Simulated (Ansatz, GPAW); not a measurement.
# Geometry or basis: what sets the conductance of heptane-1,7-dithiol between two Cu chains

Aim: the conductance of heptane-1,7-dithiol between two Cu chains after relaxation, and whether geometry, basis or functional moves it most.

Program: GPAW 26.7.0 and Ansatz 0.2.0. Level of theory: Ansatz plane waves; relaxation of the junction with the lead ends held, in the first sound run; inputs show where later runs differ. Results are calculated unless marked as measured.

### Step 1. Starting point

The cell holds 35 atoms: 12 Cu, 2 S, 14 H and 7 C. Its edges and angles: a = 10.802 Å, b = 11.960 Å, c = 36.991 Å, α = 90.0°, β = 90.0°, γ = 90.0°. Regions: left lead, 6 atoms (6 Cu); channel, 23 atoms (2 S, 14 H and 7 C); right lead, 6 atoms (6 Cu). Vacuum lies along a and b. The structure is stacked along c, and the current runs across the ab planes.

### Step 2. Relaxation

Transmission follows bond lengths closely, so the atoms between the held lead ends are relaxed first, from a slightly shaken start that lets symmetry break.

input.yaml reads:

```yaml
crystal:
  lattice:
    - [10.802061261, 0.0, 0.0]
    - [0.0, 11.9595180313, 0.0]
    - [0.0, 0.0, 36.99103003]
  atoms:
    - { symbol: Cu, position: [0.5, 0.5, 0.0310886179] }
    - { symbol: Cu, position: [0.5, 0.5, 0.0932658538] }
    - { symbol: Cu, position: [0.5, 0.5, 0.1554430897] }
    - { symbol: Cu, position: [0.5, 0.5, 0.2176203256] }
    - { symbol: Cu, position: [0.4968389987, 0.5019345747, 0.2807302914] }
    - { symbol: Cu, position: [0.5020426496, 0.503632165, 0.3419774807] }
    - { symbol: S, position: [0.3250238667, 0.4118403445, 0.3667736282] }
    - { symbol: H, position: [0.4556033171, 0.2708965058, 0.3934489342] }
    - { symbol: C, position: [0.3839954354, 0.3258006049, 0.4045270619] }
    - { symbol: H, position: [0.2990975584, 0.2696840784, 0.4124561757] }
    - { symbol: H, position: [0.4980228618, 0.4506083833, 0.4273908864] }
    - { symbol: C, position: [0.4165278984, 0.3957754933, 0.4352748597] }
    - { symbol: H, position: [0.3415606436, 0.4483296036, 0.4462225124] }
    - { symbol: H, position: [0.5320219295, 0.2709678248, 0.4611058345] }
    - { symbol: C, position: [0.4581767159, 0.3264296752, 0.4684864397] }
    - { symbol: H, position: [0.3875391017, 0.2695267022, 0.4775169616] }
    - { symbol: H, position: [0.5735098358, 0.4576685221, 0.4926305385] }
    - { symbol: C, position: [0.5015380269, 0.3976845794, 0.5012926437] }
    - { symbol: H, position: [0.4259864767, 0.4561278554, 0.5072461043] }
    - { symbol: H, position: [0.617242995, 0.2726449272, 0.5242116465] }
    - { symbol: C, position: [0.536115371, 0.3222907351, 0.532453055] }
    - { symbol: H, position: [0.4629333671, 0.2725740894, 0.5394412086] }
    - { symbol: H, position: [0.6584700822, 0.4504868969, 0.5545580919] }
    - { symbol: C, position: [0.5782769044, 0.3993727822, 0.5627018317] }
    - { symbol: H, position: [0.499597184, 0.4507406699, 0.5723807035] }
    - { symbol: H, position: [0.7008776334, 0.2734017552, 0.5888243621] }
    - { symbol: C, position: [0.6202624752, 0.3246153677, 0.5971109818] }
    - { symbol: H, position: [0.5451238155, 0.2731417105, 0.6041073758] }
    - { symbol: S, position: [0.6722671757, 0.4087947063, 0.6332184299] }
    - { symbol: Cu, position: [0.4991932471, 0.4993608197, 0.6584793924] }
    - { symbol: Cu, position: [0.5020351991, 0.5021661399, 0.7201956278] }
    - { symbol: Cu, position: [0.5, 0.5, 0.7823796744] }
    - { symbol: Cu, position: [0.5, 0.5, 0.8445569103] }
    - { symbol: Cu, position: [0.5, 0.5, 0.9067341462] }
    - { symbol: Cu, position: [0.5, 0.5, 0.9689113821] }
kpoints:
  mp_grid: { grid: [1, 1, 2] }
hamiltonian:
  xc: pbe
scf:
  occupations: { method: fermi_dirac, width: 0.1 }
relax:
  f_tol: 0.03
  max_steps: 80
  constraints: [{ sites: [0, 1, 2, 3, 31, 32, 33, 34] }]
```

Command:

```sh
ansatz run input.yaml --threads 4 --pin off --max-ram 8192MiB --backend cpu --events-out ev --progress --plain --runs-dir out
```

Numbers of over 12 decimals in the logs are rounded to 6 here.

The program printed:

```text
Engine: ansatz 0.2.0, aarch64-unknown-linux-gnu
Pseudopotentials: kind: paw
Pseudopotential: Cu, paw, valence charge 19, recommended cutoff 420 eV (normal), Cu.paw.azcp
Pseudopotential: S, paw, valence charge 6, recommended cutoff 420 eV (normal), S.paw.azcp
Pseudopotential: H, paw, valence charge 1, recommended cutoff 420 eV (normal), H.paw.azcp
Pseudopotential: C, paw, valence charge 4, recommended cutoff 420 eV (normal), C.paw.azcp
Functional definition: PBE
  parameter kappa = 0.804
  parameter beta = 0.066725
  exchange = pbe_x(kappa = kappa, mu = beta*pi^2/3)
  correlation = pbe_c(beta = beta)
Crystal: 35 atoms, lattice volume = 4778.777 Å³
Basis set: ecut = 420 eV, 93257 PW (Γ), exchange–correlation on 150×160×500 points (8 copies of the dense FFT grid, shifted against one another)
Bands: 176, of which v1, the nominal top of the filled ones, is band 141 counted from 1 (140 counted from 0)
Symmetry: 1 space group operations
Space group: P1 (ITA 1), of the structure as read, at distance tolerance 1.7e-4 Å
k-points: 2
Non-local potential: Cu, projectors of the file, l = 0: 3, l = 1: 2, l = 2: 3, l = 3: 1
Non-local potential: S, projectors of the file, l = 0: 2, l = 1: 2, l = 2: 2
Non-local potential: H, projectors of the file, l = 0: 2, l = 1: 1
Non-local potential: C, projectors of the file, l = 0: 2, l = 1: 2, l = 2: 1
PAW form: soft (Blöchl's): semilocal exchange-correlation on the pseudo side does not see the compensation charge
PAW one-centre angular grid: Cu, 590 points (default); XC on 64 Gauss nodes
PAW one-centre angular grid: S, 110 points (default); XC on 64 Gauss nodes
PAW one-centre angular grid: H, 110 points (default); XC on 64 Gauss nodes
PAW one-centre angular grid: C, 110 points (default); XC on 64 Gauss nodes
Initial density: superposition of atomic densities (neutral atoms: chi_scale 0, normalization atom), corrected by the library's trained network
Initial wavefunctions: pseudopotential atomic-orbital guess
Functional: x = pbe(κ = 0.804, μ = 0.219515), c = pbe(β = 0.066725)
SCF iter   1: F=—  HF=-83263.662474 eV  |F-HF|=—  |Δ(HF+E_count)|=         —  Δρ=2.06e-3  dr2=2.67e-1  ethr=1.77e-3  ⟨swp⟩=8.5  Hψ=1659  notcnv=0  defer=35
preconditioner: auto → LDOS  [metal: Δε(μ)=0.233 eV  Ē_g=6.675 eV  σ=0.100 eV  W_gap=0.42  n_scr=390 (ndim 8)  ℏωp=7.3 eV  f_vac=0.834  D(μ)=14.54/eV (n_scr^D=32)  β→1.0]
SCF iter   2: F=—  HF=-83263.661036 eV  |F-HF|=—  |Δ(HF+E_count)|=   1.44e-3  Δρ=9.88e-4  dr2=7.30e-2  ethr=9.46e-5  ⟨swp⟩=2.0  Hψ=616  notcnv=0  defer=46
SCF iter   3: F=—  HF=-83263.662324 eV  |F-HF|=—  |Δ(HF+E_count)|=   1.29e-3  Δρ=8.23e-4  dr2=3.79e-2  ethr=2.59e-5  ⟨swp⟩=3.0  Hψ=521  notcnv=0  defer=46
SCF iter   4: F=—  HF=-83263.660849 eV  |F-HF|=—  |Δ(HF+E_count)|=   1.47e-3  Δρ=4.31e-4  dr2=9.93e-3  ethr=1.34e-5  ⟨swp⟩=2.0  Hψ=459  notcnv=0  defer=46
SCF iter   5: F=—  HF=-83263.659850 eV  |F-HF|=—  |Δ(HF+E_count)|=   9.99e-4  Δρ=2.72e-4  dr2=3.14e-3  ethr=3.52e-6  ⟨swp⟩=2.0  Hψ=530  notcnv=0  defer=46
SCF iter   6: F=—  HF=-83263.660682 eV  |F-HF|=—  |Δ(HF+E_count)|=   8.32e-4  Δρ=1.01e-4  dr2=6.81e-4  ethr=1.11e-6  ⟨swp⟩=2.0  Hψ=398  notcnv=0  defer=46
SCF iter   7: F=—  HF=-83263.661259 eV  |F-HF|=—  |Δ(HF+E_count)|=   5.77e-4  Δρ=5.04e-5  dr2=1.34e-4  ethr=2.41e-7  ⟨swp⟩=2.0  Hψ=474  notcnv=0  defer=46
SCF iter   8: F=—  HF=-83263.661429 eV  |F-HF|=—  |Δ(HF+E_count)|=   1.70e-4  Δρ=2.92e-5  dr2=4.03e-5  ethr=4.75e-8  ⟨swp⟩=2.0  Hψ=478  notcnv=0  defer=46
SCF iter   9: F=-83263.661513 eV  HF=-83263.661483 eV  |F-HF|=3.01e-5  |Δ(HF+E_count)|=   5.37e-5  Δρ=1.29e-5  dr2=8.40e-6  ethr=7.98e-9  ⟨swp⟩=4.0  Hψ=1018  notcnv=0
SCF 1 converged in 9 iterations: F = -83263.661513 eV  dr2 = 8.40e-6
  greatest PAW one-centre occupation: 1.000 electrons in one spin orbital (limit 2), on the Cu atom at site 5 (counted from 0), in its partial waves of l = 0
relax step   1: F+E_penalty+E_count = -83263.66151326 eV  Δ(F+E_penalty+E_count) = +0.000e0 eV  max|allowed force component| = 2.999e0 eV/Å  Δτ_max = 0.0000 Å  (9 SCF iters, dr2 threshold 2.25e-5 eV, accepted)
Initial density: handed on by an earlier stage of this run
Initial wavefunctions: those handed on with the density
iter 1 solved again at ethr=5.17e-4 eV; its pass at ethr=3.10e-3 eV (dr2=1.46e0 eV) is discarded
SCF iter   1: F=—  HF=-83265.025504 eV  |F-HF|=—  |Δ(HF+E_count)|=         —  Δρ=6.81e-3  dr2=1.51e0  ethr=5.17e-4  ⟨swp⟩=2.0  Hψ=1259  notcnv=0  defer=46
preconditioner: auto → LDOS  [insulator: Δε(μ)=0.273 eV  Ē_g=6.680 eV  σ=0.100 eV  W_gap=0.51  n_scr=390 (ndim 8)  ℏωp=7.3 eV  f_vac=0.838  D(μ)=12.80/eV (n_scr^D=28)  ε∞_Penn≈2.2  β→1.0]
SCF iter   2: F=—  HF=-83264.883054 eV  |F-HF|=—  |Δ(HF+E_count)|=   1.42e-1  Δρ=2.92e-3  dr2=5.44e-1  ethr=5.17e-4  ⟨swp⟩=3.0  Hψ=548  notcnv=0  defer=46
SCF iter   3: F=—  HF=-83264.840160 eV  |F-HF|=—  |Δ(HF+E_count)|=   4.29e-2  Δρ=3.37e-3  dr2=4.24e-1  ethr=1.93e-4  ⟨swp⟩=3.0  Hψ=714  notcnv=0  defer=46
SCF iter   4: F=—  HF=-83264.801831 eV  |F-HF|=—  |Δ(HF+E_count)|=   3.83e-2  Δρ=1.08e-3  dr2=6.43e-2  ethr=1.50e-4  ⟨swp⟩=2.0  Hψ=398  notcnv=0  defer=46
SCF iter   5: F=—  HF=-83264.794124 eV  |F-HF|=—  |Δ(HF+E_count)|=   7.71e-3  Δρ=6.07e-4  dr2=1.38e-2  ethr=2.28e-5  ⟨swp⟩=2.0  Hψ=434  notcnv=0  defer=46
SCF iter   6: F=—  HF=-83264.798716 eV  |F-HF|=—  |Δ(HF+E_count)|=   4.59e-3  Δρ=2.60e-4  dr2=3.05e-3  ethr=4.88e-6  ⟨swp⟩=2.0  Hψ=426  notcnv=0  defer=46
SCF iter   7: F=—  HF=-83264.801228 eV  |F-HF|=—  |Δ(HF+E_count)|=   2.51e-3  Δρ=9.79e-5  dr2=4.82e-4  ethr=1.08e-6  ⟨swp⟩=2.0  Hψ=438  notcnv=0  defer=46
SCF iter   8: F=—  HF=-83264.801814 eV  |F-HF|=—  |Δ(HF+E_count)|=   5.86e-4  Δρ=3.74e-5  dr2=7.72e-5  ethr=1.71e-7  ⟨swp⟩=2.0  Hψ=484  notcnv=0  defer=46
SCF iter   9: F=—  HF=-83264.801932 eV  |F-HF|=—  |Δ(HF+E_count)|=   1.18e-4  Δρ=3.13e-5  dr2=4.37e-5  ethr=2.74e-8  ⟨swp⟩=4.0  Hψ=1030  notcnv=0
SCF iter  10: F=-83264.802032 eV  HF=-83264.801959 eV  |F-HF|=7.37e-5  |Δ(HF+E_count)|=   2.69e-5  Δρ=1.33e-5  dr2=8.21e-6  ethr=1.55e-8  ⟨swp⟩=2.0  Hψ=876  notcnv=0
SCF 2 converged in 10 iterations: F = -83264.802032 eV  dr2 = 8.21e-6
  greatest PAW one-centre occupation: 1.000 electrons in one spin orbital (limit 2), on the Cu atom at site 1 (counted from 0), in its partial waves of l = 0
relax step   2: F+E_penalty+E_count = -83264.80203220 eV  Δ(F+E_penalty+E_count) = -1.141e0 eV  max|allowed force component| = 1.766e0 eV/Å  Δτ_max = 0.1748 Å  (10 SCF iters, dr2 threshold 1.00e-4 eV, accepted)
SCF iter   1: F=—  HF=-83265.135315 eV  |F-HF|=—  |Δ(HF+E_count)|=         —  Δρ=3.23e-3  dr2=3.98e-1  ethr=1.70e-3  ⟨swp⟩=4.0  Hψ=774  notcnv=0  defer=46
[...]
relax step  31: F+E_penalty+E_count = -83266.26313283 eV  Δ(F+E_penalty+E_count) = -1.942e-2 eV  max|allowed force component| = 1.007e-1 eV/Å  Δτ_max = 0.1915 Å  (11 SCF iters, dr2 threshold 1.53e-5 eV, accepted)
relax step  32: F+E_penalty+E_count = -83266.27210060 eV  Δ(F+E_penalty+E_count) = -8.968e-3 eV  max|allowed force component| = 1.486e-1 eV/Å  Δτ_max = 0.1946 Å  (12 SCF iters, dr2 threshold 6.71e-6 eV, accepted)
relax step  33: F+E_penalty+E_count = -83266.27398932 eV  Δ(F+E_penalty+E_count) = -1.889e-3 eV  max|allowed force component| = 8.815e-2 eV/Å  Δτ_max = 0.1095 Å  (10 SCF iters, dr2 threshold 1.46e-5 eV, accepted)
relax step  34: F+E_penalty+E_count = -83266.27683786 eV  Δ(F+E_penalty+E_count) = -2.849e-3 eV  max|allowed force component| = 4.176e-2 eV/Å  Δτ_max = 0.0395 Å  (9 SCF iters, dr2 threshold 2.73e-6 eV, accepted)
SCF iter   1: F=—  HF=-83266.278586 eV  |F-HF|=—  |Δ(HF+E_count)|=         —  Δρ=3.65e-4  dr2=3.24e-3  ethr=1.19e-5  ⟨swp⟩=3.0  Hψ=635  notcnv=0  defer=45
preconditioner: auto → LDOS  [metal: Δε(μ)=0.219 eV  Ē_g=6.736 eV  σ=0.100 eV  W_gap=0.42  n_scr=390 (ndim 8)  ℏωp=7.3 eV  f_vac=0.839  D(μ)=13.53/eV (n_scr^D=28)  β→1.0]
SCF iter   2: F=—  HF=-83266.278049 eV  |F-HF|=—  |Δ(HF+E_count)|=   5.37e-4  Δρ=1.41e-4  dr2=1.23e-3  ethr=1.15e-6  ⟨swp⟩=3.0  Hψ=668  notcnv=0  defer=45
SCF iter   3: F=—  HF=-83266.277793 eV  |F-HF|=—  |Δ(HF+E_count)|=   2.55e-4  Δρ=1.01e-4  dr2=3.31e-4  ethr=4.36e-7  ⟨swp⟩=3.0  Hψ=591  notcnv=0  defer=45
SCF iter   4: F=—  HF=-83266.277774 eV  |F-HF|=—  |Δ(HF+E_count)|=   1.95e-5  Δρ=3.89e-5  dr2=4.93e-5  ethr=1.17e-7  ⟨swp⟩=2.0  Hψ=583  notcnv=0  defer=45
SCF iter   5: F=—  HF=-83266.277069 eV  |F-HF|=—  |Δ(HF+E_count)|=   7.05e-4  Δρ=6.68e-6  dr2=1.82e-6  ethr=1.75e-8  ⟨swp⟩=2.0  Hψ=469  notcnv=0  defer=45
SCF iter   6: F=—  HF=-83266.277086 eV  |F-HF|=—  |Δ(HF+E_count)|=   1.70e-5  Δρ=6.82e-6  dr2=1.85e-6  ethr=6.45e-10  ⟨swp⟩=2.0  Hψ=583  notcnv=0  defer=45
SCF iter   7: F=—  HF=-83266.277092 eV  |F-HF|=—  |Δ(HF+E_count)|=   5.49e-6  Δρ=2.92e-6  dr2=4.11e-7  ethr=6.45e-10  ⟨swp⟩=2.0  Hψ=453  notcnv=0  defer=45
SCF iter   8: F=—  HF=-83266.277094 eV  |F-HF|=—  |Δ(HF+E_count)|=   2.35e-6  Δρ=1.62e-6  dr2=1.19e-7  ethr=3.55e-11  ⟨swp⟩=4.0  Hψ=1105  notcnv=0
SCF iter   9: F=-83266.277095 eV  HF=-83266.277095 eV  |F-HF|=1.71e-7  |Δ(HF+E_count)|=   7.40e-7  Δρ=9.30e-7  dr2=3.84e-8  ethr=3.55e-11  ⟨swp⟩=4.0  Hψ=1030  notcnv=0
SCF 35 converged in 9 iterations: F = -83266.277095 eV  dr2 = 3.84e-8
relax step  35: F+E_penalty+E_count = -83266.27709488 eV  Δ(F+E_penalty+E_count) = -2.570e-4 eV  max|allowed force component| = 2.424e-2 eV/Å  Δτ_max = 0.0092 Å  (9 SCF iters, accepted)
SCF converged after 9 iterations
Free energy (F): -83266.277095 eV
Harris-Foulkes:  -83266.277095 eV  (|F-HF|=1.71e-7)
Internal energy: -83265.785489 eV  (E = F + TS)
E sigma→0 (E₀):  -83266.031292 eV
Entropy (-TS):   -0.491606 eV (-14.046 meV/atom)
Fermi energy:    -4.062005 eV
--- Per-component energies (eV) ---
  E_band       = -9250.463932
  E_kinetic    = 4640.090699
  E_local      = -146790.609203  (includes V_loc(G=0)·N_el)
  E_nonlocal   = 5060.686878
  E_hartree    = 67803.570803
  E_xc         = -1690.230114
  E_vxc        = -2082.861199  (∫ρ·V_xc dr)
  E_paw        = -21963.569262  (= ΣΔE_a)
  E_vpaw       = -5684.913087  (= ΣTr[D̂ρ^β])
  E_aug_tail   = -0.015878  (compensation charges beyond the density's cutoff)
  E_ewald      = 9674.290588
  E_smearing   = -0.491606  (= −TS)
  E_closure    = -0.000000  (closes the sum)
  Σ components = -83266.277095   (vs F -83266.277095, Δ=0.00e0)
--- Forces (eV/Å), atoms counted from 1 ---
  atom   1  Cu     0.01813240     0.00501359    -0.01054139
  atom   2  Cu     0.04848786     0.00916407     0.03307865
  atom   3  Cu    -0.13346406    -0.03512921    -0.10361002
  atom   4  Cu     0.08591031     0.02738214     0.44640772
  atom   5  Cu    -0.00006668     0.00203465     0.00102989
  atom   6  Cu     0.00419789     0.01118519     0.02191191
  atom   7  S     -0.00306264    -0.01341770    -0.02424277
  atom   8  H      0.00032644    -0.00128774    -0.00105104
  atom   9  C     -0.00436298     0.00192574     0.00547905
  atom  10  H      0.00126116    -0.00012936     0.00018144
  atom  11  H      0.00020856     0.00083124    -0.00007427
  atom  12  C     -0.00137781    -0.00435482    -0.00428084
  atom  13  H      0.00005105     0.00054053     0.00166652
  atom  14  H      0.00059611    -0.00037211    -0.00066401
  atom  15  C      0.00089899     0.00263790    -0.00108628
  atom  16  H      0.00074537    -0.00215325     0.00033315
  atom  17  H      0.00077626    -0.00018149     0.00020868
  atom  18  C     -0.00054169    -0.00417746    -0.00030283
  atom  19  H      0.00006762     0.00067303     0.00014461
  atom  20  H      0.00044047    -0.00034280     0.00052508
  atom  21  C      0.00019735     0.00096553    -0.00363835
  atom  22  H      0.00068472    -0.00143269    -0.00000194
  atom  23  H      0.00000284    -0.00096081    -0.00000984
  atom  24  C      0.00002384    -0.00178497     0.00323697
  atom  25  H      0.00016912    -0.00030282    -0.00113653
  atom  26  H     -0.00210327     0.00177379     0.00071921
  atom  27  C      0.00123457    -0.00361986    -0.00434439
  atom  28  H      0.00176650     0.00185074     0.00003254
  atom  29  S     -0.00294756    -0.00224644     0.00361515
  atom  30  Cu    -0.00164209     0.00227404    -0.00598155
  atom  31  Cu     0.00356528    -0.00110830     0.00084963
  atom  32  Cu    -0.10595052     0.01714151    -0.34610574
  atom  33  Cu     0.12830052    -0.01224653    -0.02053595
  atom  34  Cu    -0.02069914    -0.00120049     0.01636009
  atom  35  Cu    -0.02187310     0.00100822    -0.00819191
  max |Σ_I F_I| component: 4.69e-5 eV/Å
--- Relaxed structure (35 steps of the walk, 35 accepted, 0 SCFs on fresh bases) ---
  F+E_penalty+E_count = -83266.27709488 eV   max|allowed force component| = 2.424e-2 eV/Å
  atoms:
    - { symbol: Cu, position: [0.5, 0.5, 0.0310886179] }
    - { symbol: Cu, position: [0.5, 0.5, 0.093266] }
    - { symbol: Cu, position: [0.5, 0.5, 0.1554430897] }
    - { symbol: Cu, position: [0.5, 0.5, 0.217620] }
    - { symbol: Cu, position: [0.314505, 0.457828, 0.243475] }
    - { symbol: Cu, position: [0.458596, 0.513814, 0.286272] }
    - { symbol: S, position: [0.490919, 0.590895, 0.337284] }
    - { symbol: H, position: [0.580075, 0.441100, 0.373525] }
    - { symbol: C, position: [0.497422, 0.493953, 0.376247] }
    - { symbol: H, position: [0.415743, 0.439334, 0.375323] }
    - { symbol: H, position: [0.582070, 0.616574, 0.411274] }
    - { symbol: C, position: [0.500763, 0.560999, 0.411681] }
    - { symbol: H, position: [0.419177, 0.616161, 0.412589] }
    - { symbol: H, position: [0.585696, 0.432995, 0.445263] }
    - { symbol: C, position: [0.504199, 0.488487, 0.446116] }
    - { symbol: H, position: [0.422530, 0.433151, 0.446603] }
    - { symbol: H, position: [0.589286, 0.613664, 0.480336] }
    - { symbol: C, position: [0.507617, 0.558354, 0.481072] }
    - { symbol: H, position: [0.426457, 0.614303, 0.481545] }
    - { symbol: H, position: [0.591490, 0.434124, 0.516196] }
    - { symbol: C, position: [0.510305, 0.490043, 0.516355] }
    - { symbol: H, position: [0.428302, 0.435211, 0.517441] }
    - { symbol: H, position: [0.595986, 0.618858, 0.549307] }
    - { symbol: C, position: [0.513979, 0.564235, 0.550409] }
    - { symbol: H, position: [0.433052, 0.620271, 0.550406] }
    - { symbol: H, position: [0.598506, 0.445227, 0.587821] }
    - { symbol: C, position: [0.516147, 0.498933, 0.586216] }
    - { symbol: H, position: [0.433900, 0.445644, 0.588902] }
    - { symbol: S, position: [0.520603, 0.599112, 0.624279] }
    - { symbol: Cu, position: [0.511216, 0.526667, 0.676451] }
    - { symbol: Cu, position: [0.617003, 0.493015, 0.730081] }
    - { symbol: Cu, position: [0.5, 0.5, 0.7823796744] }
    - { symbol: Cu, position: [0.5, 0.5, 0.8445569103] }
    - { symbol: Cu, position: [0.5, 0.5, 0.9067341462] }
    - { symbol: Cu, position: [0.5, 0.5, 0.968911] }
```

It took 40 min on 4 threads of Arm Neoverse N1, shared host; peak memory 5 GiB; 2.6 h of CPU time.

Step by step (22 of 35):

```
step  energy less that of the first step (eV)  largest force component (eV/Å)
   1                                   0.0000                          2.9992
   3                                  -1.4013                          1.1797
   4                                  -1.6135                          0.2604
   6                                  -1.8159                          0.1349
   7                                  -1.9067                          0.0998
   9                                  -2.0661                          0.1260
  11                                  -2.1892                          0.1827
  12                                  -2.2333                          0.2374
  14                                  -2.3021                          0.3369
  16                                  -2.3860                          0.0769
  17                                  -2.4145                          0.0773
  19                                  -2.4589                          0.0602
  20                                  -2.4771                          0.0628
  22                                  -2.5073                          0.1638
  24                                  -2.5265                          0.1245
  25                                  -2.5354                          0.1591
  27                                  -2.5517                          0.1034
  29                                  -2.5675                          0.1177
  30                                  -2.5822                          0.1237
  32                                  -2.6106                          0.1486
  33                                  -2.6125                          0.0882
  35                                  -2.6156                          0.0242
```

The atoms that moved most (Å):

```
atom      dx      dy      dz  length
  S7   1.792   2.141  -1.091   2.998
 S29  -1.638   2.276  -0.331   2.824
 H10   1.260   2.029  -1.374   2.755
  C9   1.225   2.011  -1.046   2.577
  H8   1.345   2.036  -0.737   2.548
 H13   0.838   2.007  -1.244   2.506
 Cu5  -1.970  -0.527  -1.378   2.461
 H28  -1.201   2.063  -0.562   2.453
```

Numbers from this step:

```
free energy         : -83266.2771 eV
smearing term TS    : 0.4916 eV
symmetry operations : 1
```

The relaxation lowered the energy of the cell by 2.62 eV.

[end of part 1 of 5]

[Logs are printed without paths, hosts, clocks, repeated set-up lines and the standing remarks that a program may print on its own settings, such as how far it seeks lower states.]

[Hosts, paths, dates, database ids (printed as entryN), source tags and the programs' standing remarks are cut or masked in the printed files.]
